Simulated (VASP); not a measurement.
# TlBr (Pm-3m) in VASP: single point with PBE

Aim: the single point of TlBr with PBE.

All numbers are computed with VASP 6.6.1; they aren't measurements. Logs are shortened: lines on timing, memory, paths and dates and some standing lists are left out, and cuts for length are marked.

## 1. The crystal as given

It takes space group Pm-3m (No. 221, cubic). Conventional cell: a = 3.980 Å, b = 3.980 Å, c = 3.980 Å, α = 90.00°, β = 90.00°, γ = 90.00°. Tl (site symmetry m-3m) has 8 Br at 3.45 Å as nearest neighbours. Br (site symmetry m-3m) is surrounded by 8 Tl at 3.45 Å.

## 2. Single point, PBE

INCAR reads:

```
SYSTEM = TlBr
  PREC = Accurate
  ENCUT = 520
  EDIFF = 1E-6
  ISMEAR = -1
  SIGMA = 0.02
  LREAL = .False.
  LASPH = .True.
  NELM = 100
  ALGO = Fast
  ISIF = 2
  LWAVE = .False.
  LCHARG = .False.
  GGA = PE
  NBANDS = 17
```

KPOINTS reads:

```
regular mesh
0
Gamma
  4 4 4
  0 0 0
```

POSCAR reads:

```
TlBr
1.0
    3.9800000000      0.0000000000      0.0000000000
    0.0000000000      3.9800000000      0.0000000000
    0.0000000000      0.0000000000      3.9800000000
Tl Br
1 1
Direct
    0.0000000000      0.0000000000      0.0000000000
    0.5000000000      0.5000000000      0.5000000000
```

Potentials or basis: VASP PAW PBE potentials, release 64 (Tl_d, Br).

Started as:

```console
$ cat potpaw_PBE.64/Tl_d/POTCAR potpaw_PBE.64/Br/POTCAR > POTCAR
$ mpirun -np 1 vasp_std > vasp.out
```

OUTCAR:

```text
SYSTEM = TlBr
   PREC = Accurate
   ENCUT = 520
   EDIFF = 1E-6
   ISMEAR = -1
   LREAL = .False.
   LASPH = .True.
   NELM = 100
   ISIF = 2
   GGA = PE

 ion  position               nearest neighbor table
   1  0.000  0.000  0.000-   2 3.45   2 3.45   2 3.45   2 3.45   2 3.45   2 3.45   2 3.45   2 3.45

   2  0.500  0.500  0.500-   1 3.45   1 3.45   1 3.45   1 3.45   1 3.45   1 3.45   1 3.45   1 3.45

  LATTYP: Found a simple cubic cell.
 ALAT       =     3.9800000000

  Lattice vectors:

 A1 = (   3.9800000000,   0.0000000000,   0.0000000000)
 A2 = (   0.0000000000,   3.9800000000,   0.0000000000)
 A3 = (   0.0000000000,   0.0000000000,   3.9800000000)

Analysis of symmetry for initial positions (statically):
=====================================================================
 Subroutine PRICEL returns:
 Original cell was already a primitive cell.

 Routine SETGRP: Setting up the symmetry group for a
 simple cubic supercell.

 Subroutine GETGRP returns: Found 48 space group operations
 (whereof 48 operations were pure point group operations)
 out of a pool of 48 trial point group operations.

The static configuration has the point symmetry O_h .

Analysis of symmetry for dynamics (positions and initial velocities):
=====================================================================
 Subroutine PRICEL returns:
 Original cell was already a primitive cell.

 Routine SETGRP: Setting up the symmetry group for a
 simple cubic supercell.

 Subroutine GETGRP returns: Found 48 space group operations
 (whereof 48 operations were pure point group operations)
 out of a pool of 48 trial point group operations.

The dynamic configuration has the point symmetry O_h .

 Subroutine INISYM returns: Found 48 space group operations
 (whereof 48 operations are pure point group operations),
 and found     1 'primitive' translations

----------------------------------------------------------------------------------------

                                     Primitive cell

  volume of cell :      63.0448

  direct lattice vectors                    reciprocal lattice vectors
     3.980000000  0.000000000  0.000000000     0.251256281  0.000000000  0.000000000
     0.000000000  3.980000000  0.000000000     0.000000000  0.251256281  0.000000000
     0.000000000  0.000000000  3.980000000     0.000000000  0.000000000  0.251256281

  length of vectors
     3.980000000  3.980000000  3.980000000     0.251256281  0.251256281  0.251256281

  position of ions in fractional coordinates (direct lattice)
     0.000000000  0.000000000  0.000000000
     0.500000000  0.500000000  0.500000000

  ion indices of the primitive-cell ions
   primitive index   ion index
                 1           1
                 2           2

----------------------------------------------------------------------------------------

 KPOINTS: regular mesh

Automatic generation of k-mesh.
 Grid dimensions read from file:
 generate k-points for:    4    4    4

 Generating k-lattice:

  Cartesian coordinates                     Fractional coordinates (reciprocal lattice)
     0.062814070  0.000000000  0.000000000     0.250000000  0.000000000  0.000000000
     0.000000000  0.062814070  0.000000000     0.000000000  0.250000000  0.000000000
     0.000000000  0.000000000  0.062814070     0.000000000  0.000000000  0.250000000

  Length of vectors
     0.062814070  0.062814070  0.062814070

  Shift w.r.t. Gamma in fractional coordinates (k-lattice)
     0.000000000  0.000000000  0.000000000

 Subroutine IBZKPT returns following result:
 ===========================================

 Found     10 irreducible k-points:

 Following reciprocal coordinates:
            Coordinates               Weight
  0.000000  0.000000  0.000000      1.000000
  0.250000  0.000000  0.000000      6.000000
  0.500000  0.000000  0.000000      3.000000
  0.250000  0.250000  0.000000     12.000000
  0.500000  0.250000  0.000000     12.000000
  0.500000  0.500000  0.000000      3.000000
  0.250000  0.250000  0.250000      8.000000
  0.500000  0.250000  0.250000     12.000000
  0.500000  0.500000  0.250000      6.000000
  0.500000  0.500000  0.500000      1.000000
   k-points           NKPTS =     10   k-points in BZ     NKDIM =     10   number of bands    NBANDS=     17
   number of dos      NEDOS =    301   number of ions     NIONS =      2
   total plane-waves  NPLWV =  27000
   dimension x,y,z NGX =    30 NGY =   30 NGZ =   30
   dimension x,y,z NGXF=    60 NGYF=   60 NGZF=   60
   ions per type =               1   1
   NGX,Y,Z   is equivalent  to a cutoff of  12.53, 12.53, 12.53 a.u.
   NGXF,Y,Z  is equivalent  to a cutoff of  25.06, 25.06, 25.06 a.u.
 SYSTEM =  TlBr
   PREC   = accura    normal or accurate (medium, high low for compatibility)
   ISTART =      0    job   : 0-new  1-cont  2-samecut
   ICHARG =      2    charge: 1-file 2-atom 10-const
   ISPIN  =      1    spin polarized calculation?
   LNONCOLLINEAR =      F non collinear calculations
   LSORBIT =      F    spin-orbit coupling
   LASPH  =      T    aspherical Exc in radial PAW
   ENCUT  =  520.0 eV  38.22 Ry    6.18 a.u.   7.40  7.40  7.40*2*pi/ulx,y,z
   NELM   =    100;   NELMIN=  2; NELMDL= -5     # of ELM steps
   EDIFF  = 0.1E-05   stopping-criterion for ELM
   LREAL  =      F    real-space projection
   EDIFFG = 0.1E-04   stopping-criterion for IOM
   NSW    =      0    number of steps for IOM
   IBRION =     -1    ionic relax: 0-MD 1-quasi-New 2-CG
   NFREE  =      0    steps in history (QN), initial steepest desc. (CG)
   ISIF   =      2    stress and relaxation
   ISYM   =      2    0-nonsym 1-usesym 2-fastsym
   POTIM  = 0.5000    time-step for ionic-motion
   TEBEG  =    0.0;   TEEND  =   0.0 temperature during run
   PSTRESS=    0.0 pullay stress
   NELECT =      20.0000    total number of electrons
   NUPDOWN=      -1.0000    fix difference up-down
   EMIN   =  10.00;   EMAX   =-10.00  energy-range for DOS
   EFERMI =   0.00;   METHOD = LEGACY
   ISMEAR =    -1;   SIGMA  =   0.02  broadening in eV -4-tet -1-fermi 0-gaus
   EFERMI_NEDOS =   21; number of points for ismear=-14 and -15
   IALGO  =     68    algorithm
   IMIX   =      4    mixing-type and parameters
     AMIX     =   0.40;   BMIX     =  1.00
     AMIX_MAG =   1.60;   BMIX_MAG =  1.00
  volume/ion in A,a.u.               =      31.52       212.72
  Fermi-wavevector in a.u.,A,eV,Ry     =   1.116525  2.109926 16.961403  1.246628
  Thomas-Fermi vector in A             =   2.253140
   LORBIT       =      0    0 simple, 1 ext, 2 COOP (PROOUT), +10 PAW based schemes
   GGA     = PE    functional components
   LHFCALC =     F    Hartree Fock is set to
   AEXX    =    0.0000 exact exchange contribution
   IVDW    =     0    specifies the selected vdW correction
   LEPSILON=     F    determine dielectric tensor
   LRPA    =     F    only Hartree local field effects (RPA)
 non-spin polarized calculation
 RMM-DIIS sequential band-by-band and
  energy-cutoff  :      520.00
  volume of cell :       63.04
 maximum number of plane-waves:      1743
 NGX is ok and might be reduce to    30
   NGX = 15   NGY = 15   NGZ = 15

 number of electron      20.0000005 magnetization

 Free energy of the ion-electron system (eV)
  ---------------------------------------------------
  ext. energy  EPLUGINS =         0.00000000
  ---------------------------------------------------
  free energy    TOTEN  =        -5.52069952 eV

  energy without entropy =       -5.52069952  energy(sigma->0) =       -5.52069952

 E-fermi :   2.8261     XC(G=0):  -8.9665

 val. band max:        2.3902597166   @ k =   0.5000   0.0000   0.0000
 cond. band min:       4.2451716660   @ k =   0.5000   0.0000   0.0000
 fundamental gap:      1.8549119494
 Fermi energy:         2.8261116332

 k-point     1 :       0.0000    0.0000    0.0000
  band No.  band energies     occupation
      1     -11.3367      2.00000
      2      -7.7277      2.00000
      3      -7.7277      2.00000
      4      -7.5509      2.00000
      5      -7.5509      2.00000
      6      -7.5509      2.00000
[... 9 lines left out ...]
     16      13.5442      0.00000
     17      15.8302      0.00000

 k-point     2 :       0.2500    0.0000    0.0000
  band No.  band energies     occupation
      1     -11.2219      2.00000
      2      -7.7225      2.00000
      3      -7.6625      2.00000
      4      -7.5812      2.00000
      5      -7.5812      2.00000
      6      -7.5482      2.00000
[... 9 lines left out ...]
     16      14.4658      0.00000
     17      15.6841      0.00000

 k-point     3 :       0.5000    0.0000    0.0000
  band No.  band energies     occupation
      1     -11.0993      2.00000
      2      -7.7173      2.00000
      3      -7.6110      2.00000
      4      -7.6110      2.00000
      5      -7.6007      2.00000
      6      -7.5455      2.00000
[... 9 lines left out ...]
     16      15.5961      0.00000
     17      15.9181      0.00000

 k-point     4 :       0.2500    0.2500    0.0000
  band No.  band energies     occupation
      1     -11.1344      2.00000
      2      -7.6896      2.00000
      3      -7.6199      2.00000
      4      -7.5854      2.00000
      5      -7.5786      2.00000
      6      -7.5725      2.00000
[... 9 lines left out ...]
     16      13.2779      0.00000
     17      13.7638      0.00000

 k-point     5 :       0.5000    0.2500    0.0000
  band No.  band energies     occupation
      1     -11.0432      2.00000
      2      -7.6771      2.00000
      3      -7.6026      2.00000
      4      -7.5855      2.00000
      5      -7.5699      2.00000
      6      -7.5585      2.00000
[... 9 lines left out ...]
     16      13.8419      0.00000
     17      14.4959      0.00000

 k-point     6 :       0.5000    0.5000    0.0000
  band No.  band energies     occupation
      1     -10.9862      2.00000
      2      -7.6549      2.00000
      3      -7.5941      2.00000
      4      -7.5941      2.00000
      5      -7.5541      2.00000
      6      -7.4995      2.00000
[... 9 lines left out ...]
     16      12.8997      0.00000
     17      12.8997      0.00000

 k-point     7 :       0.2500    0.2500    0.2500
  band No.  band energies     occupation
      1     -11.0542      2.00000
      2      -7.6200      2.00000
      3      -7.6200      2.00000
      4      -7.6060      2.00000
      5      -7.6060      2.00000
      6      -7.5622      2.00000
[... 9 lines left out ...]
     16      13.5167      0.00000
     17      15.9826      0.00000

 k-point     8 :       0.5000    0.2500    0.2500
  band No.  band energies     occupation
      1     -10.9706      2.00000
      2      -7.6474      2.00000
      3      -7.6112      2.00000
      4      -7.6063      2.00000
      5      -7.5744      2.00000
      6      -7.5424      2.00000
[... 9 lines left out ...]
     16      13.3885      0.00000
     17      16.7973      0.00000

 k-point     9 :       0.5000    0.5000    0.2500
  band No.  band energies     occupation
      1     -10.8950      2.00000
      2      -7.6405      2.00000
      3      -7.6405      2.00000
      4      -7.6163      2.00000
      5      -7.5757      2.00000
      6      -7.4980      2.00000
[... 9 lines left out ...]
     16      14.2014      0.00000
     17      17.0128      0.00000

 k-point    10 :       0.5000    0.5000    0.5000
  band No.  band energies     occupation
      1     -10.7978      2.00000
      2      -7.6853      2.00000
      3      -7.6853      2.00000
      4      -7.6853      2.00000
      5      -7.4966      2.00000
      6      -7.4966      2.00000
[... 9 lines left out ...]
     16      15.2142      0.00000
     17      18.7469      0.00000

------------------------ aborting loop because EDIFF is reached ----------------------------------------

  FORCE on cell =-STRESS in cart. coord.  units (eV):
  Direction    XX          YY          ZZ          XY          YZ          ZX
  --------------------------------------------------------------------------------------
  -------------------------------------------------------------------------------------
  Total        0.5195434      0.5195434      0.5195434      0.0000000      0.0000000     -0.0000000
  in kB       13.2033214     13.2033214     13.2033214      0.0000000      0.0000000     -0.0000000
  external PRESSURE =      13.2033214 kB  Pullay stress =       0.0000000 kB

 VOLUME and BASIS-vectors are now :
 -----------------------------------------------------------------------------
  energy-cutoff  :      520.00
  volume of cell :       63.04
      direct lattice vectors                 reciprocal lattice vectors
     3.980000000  0.000000000  0.000000000     0.251256281  0.000000000  0.000000000
     0.000000000  3.980000000  0.000000000     0.000000000  0.251256281  0.000000000
     0.000000000  0.000000000  3.980000000     0.000000000  0.000000000  0.251256281

 POSITION                                       TOTAL-FORCE (eV/Angst)
 -----------------------------------------------------------------------------------
      0.00000      0.00000      0.00000         0.000000      0.000000      0.000000
      1.99000      1.99000      1.99000         0.000000      0.000000      0.000000
 -----------------------------------------------------------------------------------
    total drift:                                0.000000     -0.000000     -0.000000

  FREE ENERGIE OF THE ION-ELECTRON SYSTEM (eV)
  ---------------------------------------------------
  free  energy   TOTEN  =        -5.5206995200 eV

  energy  without entropy=       -5.5206995200  energy(sigma->0) =       -5.52069952
```

It took 5.4 s on 1 thread of Intel Xeon 6975P-C (Granite Rapids), shared host; peak memory 0.16 GiB.

What came out:

* Free energy: -5.5207 eV
* Pressure: 1.3 GPa
* Band gap on the k mesh: 1.85 eV, direct

Caveat: spin-orbit coupling is left out, which as a rule narrows the gap of such compounds by several tenths of an eV.
